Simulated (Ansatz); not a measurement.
# SnSe (Fm-3m) in Ansatz: further runs, part 2 of 2

Ansatz 0.2.0. Earlier steps stand in the parts before.

### Step 5. Single point, RPBE+D4, 26.18 Å³/atom (volume scaled by 0.96)

File input.yaml:

```yaml
crystal:
  lattice:
    - [0.0, 2.9693193375, 2.9693193375]
    - [2.9693193375, 0.0, 2.9693193375]
    - [2.9693193375, 2.9693193375, 0.0]
  atoms:
    - { symbol: Sn, position: [0.0, 0.0, 0.0] }
    - { symbol: Se, position: [0.5, 0.5, 0.5] }
hamiltonian:
  xc: rpbe
  pseudopotentials: { kind: paw }
  dispersion: d4
kpoints:
  mp_grid: { grid: [8, 8, 8] }
scf:
  occupations: { method: fermi_dirac, width: 0.05 }
output:
  forces: true
  stress: true
  eigenvalues: true
  write_density: true
  write_potential: true
  elf: true
  volumetric_format: npy
```

On the command line:

```bash
$ ansatz run input.yaml --threads 2 --pin off --max-ram 5120MiB --backend cpu --events-out ev --progress --plain --runs-dir out
```

It took 1.4 s on 2 threads of Arm Neoverse V1, shared host; peak memory 0.33 GiB.

It converged, with:

* Free energy: -11510.1976 eV
* Pressure: 0.2 GPa
* Band gap on the k mesh: 0.71 eV, indirect (least direct gap 0.73 eV)

Caveat: spin-orbit coupling is left out, which moves the levels of the heavy elements; the PAW data sets come from PBE, with cores solved anew for the run's functional, which leaves a small shift of forces and pressure.

### Step 6. Single point, RPBE+D4, 26.73 Å³/atom (volume scaled by 0.98)

File input.yaml:

```yaml
crystal:
  lattice:
    - [0.0, 2.989798049, 2.989798049]
    - [2.989798049, 0.0, 2.989798049]
    - [2.989798049, 2.989798049, 0.0]
  atoms:
    - { symbol: Sn, position: [0.0, 0.0, 0.0] }
    - { symbol: Se, position: [0.5, 0.5, 0.5] }
hamiltonian:
  xc: rpbe
  pseudopotentials: { kind: paw }
  dispersion: d4
kpoints:
  mp_grid: { grid: [8, 8, 8] }
scf:
  occupations: { method: fermi_dirac, width: 0.05 }
output:
  forces: true
  stress: true
  eigenvalues: true
```

Potentials or basis: Ansatz PAW.

On the command line:

```bash
$ ansatz run input.yaml --threads 2 --pin off --max-ram 5120MiB --backend cpu --events-out ev --progress --plain --runs-dir out
```

Wall time 1.1 s (2 threads of Arm Neoverse V1, shared host); peak memory 0.33 GiB.

The run converged. Its results:

```yaml
Free_energy: -11510.1953 eV
Pressure: -0.8 GPa
Band_gap_on_the_k_mesh: 0.63 eV, direct
```

Caveat: spin-orbit coupling is left out, which moves the levels of the heavy elements; the PAW data sets come from PBE, with cores solved anew for the run's functional, which leaves a small shift of forces and pressure.

### Step 7. Single point, RPBE+D4, 27.27 Å³/atom

Edit input.yaml of step 6 so:

```diff
@@ -2,5 +2,5 @@
   lattice:
-    - [0.0, 2.989798049, 2.989798049]
-    - [2.989798049, 0.0, 2.989798049]
-    - [2.989798049, 2.989798049, 0.0]
+    - [0.0, 3.01, 3.01]
+    - [3.01, 0.0, 3.01]
+    - [3.01, 3.01, 0.0]
   atoms:
@@ -20 +20,5 @@
   eigenvalues: true
+  write_density: true
+  write_potential: true
+  elf: true
+  volumetric_format: npy
```

On the command line:

```bash
$ ansatz run input.yaml --threads 2 --pin off --max-ram 5120MiB --backend cpu --events-out ev --progress --plain --runs-dir out
```

Wall time 1.4 s (2 threads of Arm Neoverse V1, shared host); peak memory 0.34 GiB.

It converged, with:

- Free energy: -11510.1866 eV
- Pressure: -1.6 GPa
- Band gap on the k mesh: 0.54 eV, direct

Caveat: spin-orbit coupling is left out, which moves the levels of the heavy elements; the PAW data sets come from PBE, with cores solved anew for the run's functional, which leaves a small shift of forces and pressure.

### Step 8. Single point, RPBE+D4, 27.82 Å³/atom (volume scaled by 1.02)

Edit input.yaml of step 7 so:

```diff
@@ -2,5 +2,5 @@
   lattice:
-    - [0.0, 3.01, 3.01]
-    - [3.01, 0.0, 3.01]
-    - [3.01, 3.01, 0.0]
+    - [0.0, 3.0299343558, 3.0299343558]
+    - [3.0299343558, 0.0, 3.0299343558]
+    - [3.0299343558, 3.0299343558, 0.0]
   atoms:
@@ -20,5 +20 @@
   eigenvalues: true
-  write_density: true
-  write_potential: true
-  elf: true
-  volumetric_format: npy
```

On the command line:

```bash
$ ansatz run input.yaml --threads 2 --pin off --max-ram 5120MiB --backend cpu --events-out ev --progress --plain --runs-dir out
```

Run time: 1.1 s. Hardware: 2 threads of Arm Neoverse V1, shared host; peak memory 0.33 GiB.

The run converged. Its results:

| Item | Value |
| --- | --- |
| Free energy | -11510.1746 eV |
| Pressure | -1.7 GPa |
| Band gap on the k mesh | 0.45 eV, direct |

Caveat: spin-orbit coupling is left out, which moves the levels of the heavy elements; the PAW data sets come from PBE, with cores solved anew for the run's functional, which leaves a small shift of forces and pressure.

### Step 9. Single point, RPBE+D4, 28.36 Å³/atom (volume scaled by 1.04)

Edit input.yaml of step 8 so:

```diff
@@ -2,5 +2,5 @@
   lattice:
-    - [0.0, 3.0299343558, 3.0299343558]
-    - [3.0299343558, 0.0, 3.0299343558]
-    - [3.0299343558, 3.0299343558, 0.0]
+    - [0.0, 3.0496098055, 3.0496098055]
+    - [3.0496098055, 0.0, 3.0496098055]
+    - [3.0496098055, 3.0496098055, 0.0]
   atoms:
@@ -20 +20,5 @@
   eigenvalues: true
+  write_density: true
+  write_potential: true
+  elf: true
+  volumetric_format: npy
```

Potentials or basis: Ansatz PAW.

On the command line:

```bash
$ ansatz run input.yaml --threads 2 --pin off --max-ram 5120MiB --backend cpu --events-out ev --progress --plain --runs-dir out
```

Wall time 1.4 s (2 threads of Arm Neoverse V1, shared host); peak memory 0.34 GiB.

It converged, with:

```
Free energy            : -11510.1688 eV
Pressure               : 0.5 GPa
Band gap on the k mesh : 0.37 eV, direct
```

Caveat: spin-orbit coupling is left out, which moves the levels of the heavy elements; the PAW data sets come from PBE, with cores solved anew for the run's functional, which leaves a small shift of forces and pressure.

### Step 10. Single point, RPBE+D4, 28.91 Å³/atom (volume scaled by 1.06)

Edit input.yaml of step 9 so:

```diff
@@ -2,5 +2,5 @@
   lattice:
-    - [0.0, 3.0496098055, 3.0496098055]
-    - [3.0496098055, 0.0, 3.0496098055]
-    - [3.0496098055, 3.0496098055, 0.0]
+    - [0.0, 3.0690345955, 3.0690345955]
+    - [3.0690345955, 0.0, 3.0690345955]
+    - [3.0690345955, 3.0690345955, 0.0]
   atoms:
```

On the command line:

```bash
$ ansatz run input.yaml --threads 2 --pin off --max-ram 5120MiB --backend cpu --events-out ev --progress --plain --runs-dir out
```

It took 1.4 s on 2 threads of Arm Neoverse V1, shared host; peak memory 0.34 GiB.

It converged, with:

| Property | Result |
| --- | --- |
| Free energy | -11510.1847 eV |
| Pressure | 3.7 GPa |
| Band gap on the k mesh | 0.29 eV, direct |

Caveat: spin-orbit coupling is left out, which moves the levels of the heavy elements; the PAW data sets come from PBE, with cores solved anew for the run's functional, which leaves a small shift of forces and pressure.

### Step 11. Equation of state, RPBE+D4

Potentials or basis: Ansatz PAW.

No new run: the results of the series are fitted here.

What came out:

* Equilibrium volume: 26.19 Å³/atom (rough: see the caveat)
* Bulk modulus: 102 GPa (rough)

Energy against volume, from the lowest point:
```
volume (Å³/atom)  energy (meV/atom)
          25.635               2.76
          26.180               0.00
          26.725               1.15
          27.271               5.50
          27.816              11.49
          28.362              14.36
          28.907               6.43
```

Caveat: the potentials were made for another functional, which shifts forces and pressure; the fit is doubtful: noisy points or a state that changes with volume.
